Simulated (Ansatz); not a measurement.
# AlN (F-43m) in Ansatz: notebook

The runs below take AlN through band structure, single point, equation of state, with BHLYP.

Everything below comes from runs of Ansatz 0.2.0. Logs are shortened: lines on timing, memory, paths and dates and some standing lists are left out, and cuts for length are marked.

**1. Starting point**

The structure is cubic, space group F-43m (No. 216). Conventional cell: a = 4.368 Å, b = 4.368 Å, c = 4.368 Å, α = 90.00°, β = 90.00°, γ = 90.00°. Al (site symmetry -43m) has 4 N at 1.89 Å as nearest neighbours. Around N (site symmetry -43m) lie 4 Al at 1.89 Å.

Measurements of this composition are mostly on another form, of space group No. 186.

**2. Band structure, BHLYP**

input.yaml reads:

```yaml
crystal:
  lattice:
    - [0.0, 2.1839935596, 2.1839935596]
    - [2.1839935596, 0.0, 2.1839935596]
    - [2.1839935596, 2.1839935596, 0.0]
  atoms:
    - { symbol: Al, position: [0.0, 0.0, 0.0] }
    - { symbol: "N", position: [0.25, 0.25, 0.25] }
hamiltonian:
  xc: { name: BHLYP }
  pseudopotentials: { kind: paw }
kpoints:
  mp_grid: { grid: [6, 6, 6] }
  band_path:
    path:
      - [[0.0, 0.0, 0.0], [0.5, 0.0, 0.5], [0.5, 0.25, 0.75], [0.375, 0.375, 0.75], [0.0, 0.0, 0.0], [0.5, 0.5, 0.5], [0.625, 0.25, 0.625], [0.5, 0.25, 0.75], [0.5, 0.5, 0.5], [0.375, 0.375, 0.75]]
      - [[0.625, 0.25, 0.625], [0.5, 0.0, 0.5]]
    npoints: 4
scf:
  occupations: { method: fermi_dirac, width: 0.05 }
  n_extra_bands: 6
output:
  forces: true
  stress: true
  eigenvalues: true
  fatbands: false
```

Potentials or basis: Ansatz PAW.

The run is started by

```sh
$ ansatz run input.yaml --threads 2 --pin off --max-ram 5632MiB --backend cpu --events-out ev --progress --plain --runs-dir out
```

Log:

```text
Warning: output.stress: scf.convergence.dr2_threshold = 1e-7 eV (the SCF's general default) is looser than the 2e-10 eV advised for a printed stress (1e-10 eV for each atom of the cell: 2). What an SCF threshold leaves in a stress goes as its square root, and in the free energy as the threshold itself, and one threshold admits the most on a small cell: of the crystals measured, under no hybrid functional and no lock of the moments, on runs that ended without the residual-converged pass, on stresses that held no estimate of that error, the worst erred by over 100 MPa in a component at 1e-7 eV an atom and by under 5 at 1e-10. Set scf.convergence.dr2_threshold to 2e-10 eV or tighter. The threshold is an SCF's pass mark: one that does not reach it within its budget of iterations ends unconverged, or closes short of it on a stop that the run arms, and scf.convergence.dr2_threshold's page says what that costs each kind of run
Warning: output.stress: scf.exx.energy_threshold = 1e-6 eV is looser than the 2e-8 eV advised for a stress under a hybrid functional (1e-8 eV for each atom of the cell: 2). Every SCF of the exchange loop can meet its threshold on dr2 while the loop round them stops early: no threshold on dr2 bounds what that leaves in the stress. Set scf.exx.energy_threshold to 2e-8 eV or tighter. The threshold is the loop's pass mark: a loop that does not reach it within its budget of cycles ends unconverged, and scf.exx.energy_threshold's page has the law
Warning: RAYON_NUM_THREADS=2 ignored (pool sized by the plan → 2); use --threads N
scf.n_extra_bands = 6 over 4 filled bands (N_el = 8.0): the run solves 10 bands
Engine: ansatz 0.2.0, x86_64-unknown-linux-gnu
Pseudopotentials: kind: paw
Pseudopotential: Al, paw, valence charge 3, recommended cutoff 420 eV (normal), Al.paw.azcp
Pseudopotential: N, paw, valence charge 5, recommended cutoff 420 eV (normal), N.paw.azcp
Functional definition: BHLYP
  parameter a = 0.5
  exchange = (1 - a)*b88_x + a*exact_x
  correlation = lyp_c
Crystal: 2 atoms, lattice volume = 20.835 Å³
Basis set: ecut = 420 eV, 411 PW (Γ), exchange–correlation on 48×48×48 points (8 copies of the dense FFT grid, shifted against one another)
Bands: 10, of which v1, the nominal top of the filled ones, is band 4 counted from 1 (3 counted from 0)
Symmetry: 24 space group operations
Space group: F-43m (ITA 216), of the structure as read, at distance tolerance 2.8e-5 Å
k-points: 16 of 216 (time reversal used)
Non-local potential: Al, projectors of the file, l = 0: 2, l = 1: 2, l = 2: 1
Non-local potential: N, projectors of the file, l = 0: 2, l = 1: 2, l = 2: 1
PAW form: soft (Blöchl's): semilocal exchange-correlation on the pseudo side does not see the compensation charge
PAW frozen core: Al, regenerated for the run's functional, and the local potential with it (the file was generated under x = pbe(κ = 0.804, μ = 0.2195149727645171), c = pbe(β = 0.06672455060314922))
PAW frozen core: N, regenerated for the run's functional, and the local potential with it (the file was generated under x = pbe(κ = 0.804, μ = 0.2195149727645171), c = pbe(β = 0.06672455060314922))
PAW one-centre angular grid: Al, 110 points (default); XC on 64 Gauss nodes
PAW one-centre angular grid: N, 110 points (default); XC on 64 Gauss nodes
Initial density: superposition of atomic densities (neutral atoms: chi_scale 0, normalization atom), corrected by the library's trained network
Initial wavefunctions: pseudopotential atomic-orbital guess
Functional: x = b88, c = lyp, warm-up for x = 0.5 b88 + 0.5 exact, c = lyp
SCF iter   1: F=—  HF=-929.076250 eV  |F-HF|=—  |Δ(HF+E_count)|=         —  Δρ=2.03e-2  dr2=7.98e-2  ethr=1.77e-3  ⟨swp⟩=8.3  Hψ=815  notcnv=0
[... 21 lines left out ...]
SCF iter   2: F=—  HF=-928.759990 eV  |F-HF|=—  |Δ(HF+E_count)|=   1.85e-6  Δρ=7.01e-5  dr2=8.41e-7  ethr=3.21e-8  ⟨swp⟩=3.1  Hψ=272  notcnv=0  defer=1
SCF iter   3: F=—  HF=-928.759990 eV  |F-HF|=—  |Δ(HF+E_count)|=   1.07e-7  Δρ=6.04e-5  dr2=7.94e-7  ethr=1.03e-8  ⟨swp⟩=3.2  Hψ=297  notcnv=0  defer=1
SCF iter   4: F=—  HF=-928.759990 eV  |F-HF|=—  |Δ(HF+E_count)|=   2.33e-7  Δρ=3.11e-5  dr2=1.88e-7  ethr=8.21e-9  ⟨swp⟩=2.2  Hψ=230  notcnv=0  defer=1
SCF iter   5: F=-928.759990 eV  HF=-928.759990 eV  |F-HF|=3.62e-9  |Δ(HF+E_count)|=   7.48e-8  Δρ=4.95e-6  dr2=4.82e-9  ethr=2.05e-9  ⟨swp⟩=2.8  Hψ=260  notcnv=0  defer=3
SCF 3 converged in 5 iterations: F = -928.759990 eV  dr2 = 4.82e-9
  Residual-converged pass: ⟨swp⟩=3.0  Hψ=288  notcnv=0  max |occ|·‖R‖ = 2.1e-6 eV (tolerance 2.4e-6 eV)  dr2=3.84e-9  dr2_onsite=2.06e-10  max |Δocc| = 0.0e0
hybrid outer 2: dexx = +3.401e-6 eV, tail = 8.75e-8 eV, Δε = 7.43e-3 eV (about 2.96e-4 eV left of the loop's levels)
Frozen-core exchange: fock
SCF iter   1: F=—  HF=-928.759990 eV  |F-HF|=—  |Δ(HF+E_count)|=         —  Δρ=6.77e-6  dr2=3.27e-9  ethr=5.47e-9  ⟨swp⟩=5.8  Hψ=507  notcnv=0
preconditioner: auto → none  [insulator: Δε(μ)=7.746 eV  Ē_g=24.021 eV  σ=0.050 eV  W_gap=1.00  n_scr=0 (ndim 8)  ℏωp=23.0 eV  f_vac=0.000  D(μ)=0.00/eV (n_scr^D=0)]
SCF iter   2: F=-928.759990 eV  HF=-928.759990 eV  |F-HF|=8.12e-10  |Δ(HF+E_count)|=   2.86e-9  Δρ=4.21e-6  dr2=1.25e-9  ethr=3.66e-11  ⟨swp⟩=3.6  Hψ=297  notcnv=0  defer=4
SCF 4 converged in 2 iterations: F = -928.759990 eV  dr2 = 1.25e-9
  Residual-converged pass: ⟨swp⟩=2.4  Hψ=233  notcnv=0  max |occ|·‖R‖ = 2.4e-6 eV (tolerance 2.4e-6 eV)  dr2=1.28e-9  dr2_onsite=1.18e-10  max |Δocc| = 0.0e0
hybrid outer 3: dexx = +5.332e-9 eV, tail = 2.89e-9 eV, Δε = 1.16e-4 eV (about 2.34e-5 eV left of the loop's levels), ΔF = 5.55e-17 eV/Å (tail 3.35e-17)
NSCF: frozen V_eff on 42 k-points
hybrid SCF converged: 3 outer / 12 inner (+3 warm-up), last move |dexx| = 5.33e-9 eV, tail = 2.89e-9 eV
Stability not checked: this state was not tested for a lower state beside it, because the functional holds exact exchange (a hybrid, or Hartree-Fock), whose exchange loop this test does not read (fock_operator; see scf.lower_state_search)
Free energy (F): -928.759990 eV
Frozen-core exchange: fock
Harris-Foulkes:  -928.759990 eV  (|F-HF|=8.12e-10)
Internal energy: -928.759990 eV  (E = F + TS)
E sigma→0 (E₀):  -928.759990 eV
Fermi energy:    8.521901 eV
--- Per-component energies (eV) ---
  E_band       = -10.498570
  E_kinetic    = 161.618039
  E_local      = -225.560743  (includes V_loc(G=0)·N_el)
  E_nonlocal   = 54.425368
  E_hartree    = 79.535315
  E_xc         = -54.221333
  E_vxc        = -57.272988  (∫ρ·V_xc dr)
  E_exx        = -42.843334  (= α·E_x^exact, valence–valence)
  E_paw        = -605.007287  (= ΣΔE_a)
  E_vpaw       = -17.092467  (= ΣTr[D̂ρ^β])
  E_aug_tail   = 0.000095  (compensation charges beyond the density's cutoff)
  E_ewald      = -296.603555
  E_core_change = -0.102554  (= ΣΔE_core)
  E_smearing   = -0.000000  (= −TS)
  E_closure    = -0.000001  (closes the sum)
  Σ components = -928.759990   (vs F -928.759990, Δ=-2.27e-13)
--- Forces (eV/Å), atoms counted from 1 ---
  atom   1  Al     0.00000000    -0.00000000    -0.00000000
  atom   2  N     -0.00000000     0.00000000    -0.00000000
  max |Σ_I F_I| component: 2.22e-16 eV/Å
--- Stress (GPa, compression-positive) ---
       -2.960507      -0.000000      -0.000000
        0.000000      -2.960507       0.000000
       -0.000000       0.000000      -2.960507
  P = ⅓ Tr σ = -2.9605 GPa (-29.605 kbar)
--- Band table (eV; the first three rows and the last of 16) ---
  k-point 0: bands = ["-13.1634", "4.6406", "4.6406", "4.6406", "13.4812", "22.3517", "22.3517", "22.3517", "27.5460", "27.5460"]
  k-point 1: bands = ["-12.7188", "2.6257", "4.4846", "4.4846", "15.0016", "21.4560", "22.5521", "22.5521", "25.7146", "25.7146"]
  k-point 2: bands = ["-11.6277", "-0.5169", "4.2004", "4.2004", "16.5276", "20.3630", "21.4099", "21.4099", "27.4497", "27.6069"]
  k-point 15: bands = ["-10.1559", "-0.3129", "1.4588", "1.9049", "14.4516", "19.9240", "23.0334", "23.3689", "27.0482", "30.4354"]
```

bands.tsv:

```text
# k_distance	band_0	band_1	band_2	band_3	band_4	band_5	band_6	band_7	band_8	band_9
# fermi_ev = 8.521906
# lock_threshold_ev = 1e-6
# [0, 0, 0] at k_distance = 0.000000
# [0.5, 0, 0.5] at k_distance = 1.438462
[... 20 lines left out ...]
1.618270	-18.712377	-9.416218	-6.128685	-6.083615	4.232100	9.771761	15.891940	17.048381	17.824468	24.621175
[... 32 lines left out ...]
8.725201	-18.744046	-8.765526	-7.954204	-5.470519	5.868151	11.258638	14.937836	15.783211	16.921397	21.514336
8.852344	-18.711487	-9.077948	-7.320107	-5.666630	5.164238	10.696750	15.369320	16.477207	16.969340	22.719387
8.979488	-18.709241	-9.317860	-6.656767	-5.815121	4.527330	10.067251	15.733251	17.098913	17.277469	23.938397
9.106631	-18.716657	-9.465817	-6.138710	-5.907754	4.048353	9.615297	15.981400	17.540700	17.579850	25.039503
9.233774	-18.720467	-9.515594	-5.938957	-5.938957	3.864516	9.455031	16.069988	17.702960	17.702960	25.580706
```

Wall time 66 s (2 threads of Intel Xeon at 2.70GHz, shared host); peak memory 0.6 GiB.

What came out:

| Quantity | Value |
| --- | --- |
| Free energy | -928.7600 eV |
| Pressure | -3.0 GPa |
| Band gap on the k mesh | 7.75 eV, indirect (least direct gap 8.84 eV) |
| Band gap along the path | 7.75 eV, indirect (least direct gap 8.84 eV) |

Levels at the corners of the path, in eV from the valence-band top:
```
point  band 2  band 3  band 4  band 5  band 6  band 7
    Γ    0.00    0.00    0.00    8.84   17.71   17.71
    X   -5.63   -2.06   -2.06    7.75   13.34   19.95
    W   -4.35   -3.93   -2.93   10.71   16.57   17.24
    K   -4.88   -4.07   -1.59    9.75   15.14   18.82
    Γ    0.00    0.00    0.00    8.84   17.71   17.71
    L   -6.66   -0.57   -0.57   12.20   15.30   16.12
    U   -4.88   -4.07   -1.59    9.75   15.14   18.82
    W   -4.35   -3.93   -2.93   10.71   16.57   17.24
    L   -6.66   -0.57   -0.57   12.20   15.30   16.12
    K   -4.88   -4.07   -1.59    9.75   15.14   18.82
    U   -4.88   -4.07   -1.59    9.75   15.14   18.82
    X   -5.63   -2.06   -2.06    7.75   13.34   19.95
```

Caveat: the pressure holds a Pulay correction of +0.4 GPa for the finite cutoff; the PAW data sets come from PBE, with cores solved anew for the run's functional, which leaves a small shift of forces and pressure; the thresholds are loose for stress.

**3. Single point, BHLYP, 9.79 Å³/atom (volume scaled by 0.94)**

input.yaml reads:

```yaml
crystal:
  lattice:
    - [0.0, 2.1394097525, 2.1394097525]
    - [2.1394097525, 0.0, 2.1394097525]
    - [2.1394097525, 2.1394097525, 0.0]
  atoms:
    - { symbol: Al, position: [0.0, 0.0, 0.0] }
    - { symbol: "N", position: [0.25, 0.25, 0.25] }
hamiltonian:
  xc: { name: BHLYP }
  pseudopotentials: { kind: paw }
kpoints:
  mp_grid: { grid: [5, 5, 5] }
scf:
  occupations: { method: fermi_dirac, width: 0.05 }
output:
  forces: true
  stress: true
  eigenvalues: true
```

Potentials or basis: Ansatz PAW.

The run is started by

```sh
$ ansatz run input.yaml --threads 2 --pin off --max-ram 5632MiB --backend cpu --events-out ev --progress --plain --runs-dir out
```

Run time: 5.6 s. Hardware: 2 threads of Intel Xeon at 2.70GHz, shared host; peak memory 0.47 GiB.

It converged, with:

```
Free energy            : -928.7248 eV
Pressure               : 11.8 GPa
Band gap on the k mesh : 8.53 eV, indirect (least direct gap 9.55 eV)
```

Caveat: the k mesh is coarse (spacing up to 0.51 Å⁻¹), so the values aren't converged, least of all with exact exchange; odd divisions of the mesh miss points on the zone boundary, where band edges often lie, so the gap on the mesh can be too wide; the pressure holds a Pulay correction of +0.4 GPa for the finite cutoff; the PAW data sets come from PBE, with cores solved anew for the run's functional, which leaves a small shift of forces and pressure; the thresholds are loose for stress.

**4. Single point, BHLYP, 10.00 Å³/atom (volume scaled by 0.96)**

input.yaml, as its differences from that of step 3:

```diff
@@ -2,5 +2,5 @@
   lattice:
-    - [0.0, 2.1394097525, 2.1394097525]
-    - [2.1394097525, 0.0, 2.1394097525]
-    - [2.1394097525, 2.1394097525, 0.0]
+    - [0.0, 2.1544765148, 2.1544765148]
+    - [2.1544765148, 0.0, 2.1544765148]
+    - [2.1544765148, 2.1544765148, 0.0]
   atoms:
```

The run is started by

```sh
$ ansatz run input.yaml --threads 2 --pin off --max-ram 5632MiB --backend cpu --events-out ev --progress --plain --runs-dir out
```

Wall time 6.4 s (2 threads of Intel Xeon at 2.70GHz, shared host); peak memory 0.47 GiB.

It converged, with:

```yaml
Free_energy: -928.7484 eV
Pressure: 6.4 GPa
Band_gap_on_the_k_mesh: 8.48 eV, indirect (least direct gap 9.31 eV)
```

Caveat: the k mesh is coarse (spacing up to 0.51 Å⁻¹), so the values aren't converged, least of all with exact exchange; odd divisions of the mesh miss points on the zone boundary, where band edges often lie, so the gap on the mesh can be too wide; the pressure holds a Pulay correction of +0.4 GPa for the finite cutoff; the PAW data sets come from PBE, with cores solved anew for the run's functional, which leaves a small shift of forces and pressure; the thresholds are loose for stress.

**5. Single point, BHLYP, 10.21 Å³/atom (volume scaled by 0.98)**

input.yaml, as its differences from that of step 4:

```diff
@@ -2,5 +2,5 @@
   lattice:
-    - [0.0, 2.1544765148, 2.1544765148]
-    - [2.1544765148, 0.0, 2.1544765148]
-    - [2.1544765148, 2.1544765148, 0.0]
+    - [0.0, 2.169335443, 2.169335443]
+    - [2.169335443, 0.0, 2.169335443]
+    - [2.169335443, 2.169335443, 0.0]
   atoms:
```

The run is started by

```sh
$ ansatz run input.yaml --threads 2 --pin off --max-ram 5632MiB --backend cpu --events-out ev --progress --plain --runs-dir out
```

Wall time 6.2 s (2 threads of Intel Xeon at 2.70GHz, shared host); peak memory 0.47 GiB.

Results (log left out):

```
Free energy            : -928.7585 eV
Pressure               : 1.5 GPa
Band gap on the k mesh : 8.44 eV, indirect (least direct gap 9.08 eV)
```

Caveat: the k mesh is coarse (spacing up to 0.50 Å⁻¹), so the values aren't converged, least of all with exact exchange; odd divisions of the mesh miss points on the zone boundary, where band edges often lie, so the gap on the mesh can be too wide; the pressure holds a Pulay correction of +0.4 GPa for the finite cutoff; the PAW data sets come from PBE, with cores solved anew for the run's functional, which leaves a small shift of forces and pressure; the thresholds are loose for stress.

**6. Single point, BHLYP, 10.42 Å³/atom**

input.yaml, as its differences from that of step 5:

```diff
@@ -2,5 +2,5 @@
   lattice:
-    - [0.0, 2.169335443, 2.169335443]
-    - [2.169335443, 0.0, 2.169335443]
-    - [2.169335443, 2.169335443, 0.0]
+    - [0.0, 2.1839935596, 2.1839935596]
+    - [2.1839935596, 0.0, 2.1839935596]
+    - [2.1839935596, 2.1839935596, 0.0]
   atoms:
```

Potentials or basis: Ansatz PAW.

The run is started by

```sh
$ ansatz run input.yaml --threads 2 --pin off --max-ram 5632MiB --backend cpu --events-out ev --progress --plain --runs-dir out
```

Wall time 6.4 s (2 threads of Intel Xeon at 2.70GHz, shared host); peak memory 0.49 GiB.

Results (log left out):

- Free energy: -928.7568 eV
- Pressure: -2.9 GPa
- Band gap on the k mesh: 8.39 eV, indirect (least direct gap 8.86 eV)

Caveat: the k mesh is coarse (spacing up to 0.50 Å⁻¹), so the values aren't converged, least of all with exact exchange; odd divisions of the mesh miss points on the zone boundary, where band edges often lie, so the gap on the mesh can be too wide; the pressure holds a Pulay correction of +0.4 GPa for the finite cutoff; the PAW data sets come from PBE, with cores solved anew for the run's functional, which leaves a small shift of forces and pressure; the thresholds are loose for stress.

**7. Single point, BHLYP, 10.63 Å³/atom (volume scaled by 1.02)**

input.yaml, as its differences from that of step 6:

```diff
@@ -2,5 +2,5 @@
   lattice:
-    - [0.0, 2.1839935596, 2.1839935596]
-    - [2.1839935596, 0.0, 2.1839935596]
-    - [2.1839935596, 2.1839935596, 0.0]
+    - [0.0, 2.1984575146, 2.1984575146]
+    - [2.1984575146, 0.0, 2.1984575146]
+    - [2.1984575146, 2.1984575146, 0.0]
   atoms:
```

The run is started by

```sh
$ ansatz run input.yaml --threads 2 --pin off --max-ram 5632MiB --backend cpu --events-out ev --progress --plain --runs-dir out
```

It took 6.3 s on 2 threads of Intel Xeon at 2.70GHz, shared host; peak memory 0.49 GiB.

It converged, with:

* Free energy: -928.7436 eV
* Pressure: -7.0 GPa
* Band gap on the k mesh: 8.34 eV, indirect (least direct gap 8.64 eV)

Caveat: the k mesh is coarse (spacing up to 0.50 Å⁻¹), so the values aren't converged, least of all with exact exchange; odd divisions of the mesh miss points on the zone boundary, where band edges often lie, so the gap on the mesh can be too wide; the pressure holds a Pulay correction of +0.4 GPa for the finite cutoff; the PAW data sets come from PBE, with cores solved anew for the run's functional, which leaves a small shift of forces and pressure; the thresholds are loose for stress.

**8. Single point, BHLYP, 10.83 Å³/atom (volume scaled by 1.04)**

input.yaml, as its differences from that of step 7:

```diff
@@ -2,5 +2,5 @@
   lattice:
-    - [0.0, 2.1984575146, 2.1984575146]
-    - [2.1984575146, 0.0, 2.1984575146]
-    - [2.1984575146, 2.1984575146, 0.0]
+    - [0.0, 2.2127336128, 2.2127336128]
+    - [2.2127336128, 0.0, 2.2127336128]
+    - [2.2127336128, 2.2127336128, 0.0]
   atoms:
@@ -19 +19,5 @@
   eigenvalues: true
+  write_density: true
+  write_potential: true
+  elf: true
+  volumetric_format: npy
```

The run is started by

```sh
$ ansatz run input.yaml --threads 2 --pin off --max-ram 5632MiB --backend cpu --events-out ev --progress --plain --runs-dir out
```

Wall time 7.1 s (2 threads of Intel Xeon at 2.70GHz, shared host); peak memory 0.52 GiB.

Results (log left out):

```yaml
Free_energy: -928.7204 eV
Pressure: -10.7 GPa
Band_gap_on_the_k_mesh: 8.29 eV, indirect (least direct gap 8.43 eV)
```

Caveat: the k mesh is coarse (spacing up to 0.49 Å⁻¹), so the values aren't converged, least of all with exact exchange; odd divisions of the mesh miss points on the zone boundary, where band edges often lie, so the gap on the mesh can be too wide; the pressure holds a Pulay correction of +0.4 GPa for the finite cutoff; the PAW data sets come from PBE, with cores solved anew for the run's functional, which leaves a small shift of forces and pressure; the thresholds are loose for stress.

**9. Single point, BHLYP, 11.04 Å³/atom (volume scaled by 1.06)**

input.yaml, as its differences from that of step 8:

```diff
@@ -2,5 +2,5 @@
   lattice:
-    - [0.0, 2.2127336128, 2.2127336128]
-    - [2.2127336128, 0.0, 2.2127336128]
-    - [2.2127336128, 2.2127336128, 0.0]
+    - [0.0, 2.2268278375, 2.2268278375]
+    - [2.2268278375, 0.0, 2.2268278375]
+    - [2.2268278375, 2.2268278375, 0.0]
   atoms:
```

Potentials or basis: Ansatz PAW.

The run is started by

```sh
$ ansatz run input.yaml --threads 2 --pin off --max-ram 5632MiB --backend cpu --events-out ev --progress --plain --runs-dir out
```

Wall time 7 s (2 threads of Intel Xeon at 2.70GHz, shared host); peak memory 0.52 GiB.

It converged, with:

| Property | Result |
| --- | --- |
| Free energy | -928.6884 eV |
| Pressure | -14.0 GPa |
| Band gap on the k mesh | 8.22 eV, direct |

Caveat: the k mesh is coarse (spacing up to 0.49 Å⁻¹), so the values aren't converged, least of all with exact exchange; odd divisions of the mesh miss points on the zone boundary, where band edges often lie, so the gap on the mesh can be too wide; the pressure holds a Pulay correction of +0.4 GPa for the finite cutoff; the PAW data sets come from PBE, with cores solved anew for the run's functional, which leaves a small shift of forces and pressure; the thresholds are loose for stress.

**10. Equation of state, BHLYP**

No new run: the results of the series are fitted here.

What came out:

- Equilibrium volume: 10.28 Å³/atom
- Bulk modulus: 224 GPa
- Pressure derivative of the bulk modulus: 3.9 (rough: it moves with the points fitted)

Energy against volume, from the lowest point:
| volume (Å³/atom) | energy (meV/atom) |
| --- | --- |
| 9.792 | 16.88 |
| 10.001 | 5.09 |
| 10.209 | 0.00 |
| 10.417 | 0.88 |
| 10.626 | 7.49 |
| 10.834 | 19.07 |
| 11.042 | 35.06 |

Caveat: the k mesh is coarse (spacing up to 0.50 Å⁻¹), so the values aren't converged, least of all with exact exchange; the potentials were made for another functional, which shifts forces and pressure.
